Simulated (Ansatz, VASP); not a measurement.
# One calculation of Se, two programs

```
Se
1.0
     0.00000    2.02870    2.02870
     2.02870    0.00000    2.02870
     2.02870    2.02870    0.00000
Se
1
Direct
  0.00000 0.00000 0.00000
```

Alike in both runs: task single point; functional LDA; k mesh 14 × 14 × 14; occupations fermi-dirac, width 0.1 eV; no spin polarisation.

|  | VASP | Ansatz |
| --- | --- | --- |
| version | VASP 6.6.1 | Ansatz 0.2.0 |
| potentials or method | VASP PAW LDA potentials, release 64 (Se) | plane waves (420 eV) with PAW, scalar-relativistic |
| plane-wave cutoff (eV) | 520 | 420 |
| valence electrons in the cell | 6 | 16 |

Ansatz gave:

- pressure (GPa): 14.2

**Question.** Which values does VASP return?

**Answer.** Pressure (GPa): 14.5.

The two sets of potentials don't hold the same shells in valence. Ansatz warned: «pseudo_functional_mismatch».
